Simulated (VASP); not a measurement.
## Si: single point with HSE(alpha, omega)

Si:

```
Si
1.0
     0.00000    2.72185    2.72185
     2.72185    0.00000    2.72185
     2.72185    2.72185    0.00000
Si
2
Direct
  0.50000 0.50000 0.50000
  0.75000 0.75000 0.75000
```

```json
{
 "Program": "VASP 6.6.1",
 "Task": "single point",
 "Functional": "HSE(alpha, omega)",
 "Potentials or basis": "VASP PAW PBE potentials, release 64 (Si)",
 "Cutoff": "520 eV",
 "k mesh": "4 × 4 × 4",
 "Occupations": "fermi-dirac, width 0.05 eV",
 "Spin": "no spin polarisation"
}
```

- Pressure: 0.0 GPa
- Band gap on the k mesh: 1.36 eV, indirect (least direct gap 3.37 eV)

Levels at points of the mesh, in eV from the valence-band top:
| k point | band 2 | band 3 | band 4 | band 5 | band 6 | band 7 |
| --- | --- | --- | --- | --- | --- | --- |
| (0.00, 0.00, 0.00) | 0.00 | 0.00 | 0.00 | 3.37 | 3.37 | 3.37 |
| (0.50, 0.00, 0.00) | -7.65 | -1.30 | -1.30 | 2.28 | 4.18 | 4.18 |
| (0.50, 0.50, 0.00) | -8.62 | -3.11 | -3.11 | 1.36 | 1.36 | 11.47 |

Wall time 51 s on 1 thread of Intel(R) Xeon(R) Platinum 8375C CPU @ 2.90GHz (Ice Lake), on a shared host, peak memory 0.25 GiB.

Caveat: the k mesh is coarse (spacing up to 0.50 Å⁻¹), so the values aren't converged, least of all with exact exchange; the PAW data sets were made with another functional, which shifts forces and pressure a little. A k mesh can miss the band edges.
